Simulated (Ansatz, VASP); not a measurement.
## Zn: VASP beside Ansatz

INCAR

```
PREC = Accurate
ENCUT = 600
EDIFF = 1E-6
ISMEAR = 0
SIGMA = 0.1
LREAL = F
LASPH = T
NELM = 60
ALGO = Normal
ISIF = 3
LWAVE = F
LCHARG = F
GGA = PE
IBRION = 2
NSW = 90
EDIFFG = -0.02
```

KPOINTS

```
regular mesh
0
Gamma
  16 16 16
```

File POSCAR:

```
Zn
1.0
    0.0000000000      1.9647760000      1.9647760000
    1.9647760000      0.0000000000      1.9647760000
    1.9647760000      1.9647760000      0.0000000000
Zn
1
Direct
    0.0000000000      0.0000000000      0.0000000000
```

Input for Ansatz:

```yaml
crystal:
  lattice:
    - [0.0, 1.964776, 1.964776]
    - [1.964776, 0.0, 1.964776]
    - [1.964776, 1.964776, 0.0]
  atoms:
    - { symbol: Zn, position: [0.0, 0.0, 0.0] }
basis:
  ecutwfc: 420
kpoints:
  mp_grid: { grid: [16, 16, 16] }
hamiltonian:
  xc: pbe
scf:
  occupations: { method: gaussian, width: 0.1 }
output:
  forces: true
  stress: true
  eigenvalues: true
  write_density: true
  write_potential: true
  elf: true
  volumetric_format: npy
relax:
  adjacent_minimum: "off"
  f_tol: 0.02
  max_steps: 70
  cell: { stress_tol: 0.1 }
```

This isn't the form of Zn at room conditions, which is hcp.

Alike in both runs: task relaxation of cell and atoms; functional PBE; k mesh 16 × 16 × 16; occupations gaussian, width 0.1 eV; no spin polarisation.

```csv
,VASP,Ansatz
version,VASP 6.6.1,Ansatz 0.2.0
potentials or method,"VASP PAW PBE potentials, release 64 (Zn)","scalar-relativistic, plane waves, PAW"
plane-wave cutoff (eV),600,420
valence electrons in the cell,12,12
```

|  | VASP | Ansatz | Ansatz less VASP |
| --- | --- | --- | --- |
| gap on the k mesh at the Fermi level, each at its own relaxed structure (eV) | none | none | - |
| relaxed volume (Å³/atom) | 15.17 | 15.14 | -0.030 |
| relaxed cell length with the largest relative difference (Å) | 2.779 | 2.777 | -0.0019 |

A gap of «none» marks a metal or a gap that the smearing closes.

Caveats: the relaxation stopped at its first step, so nothing moved.
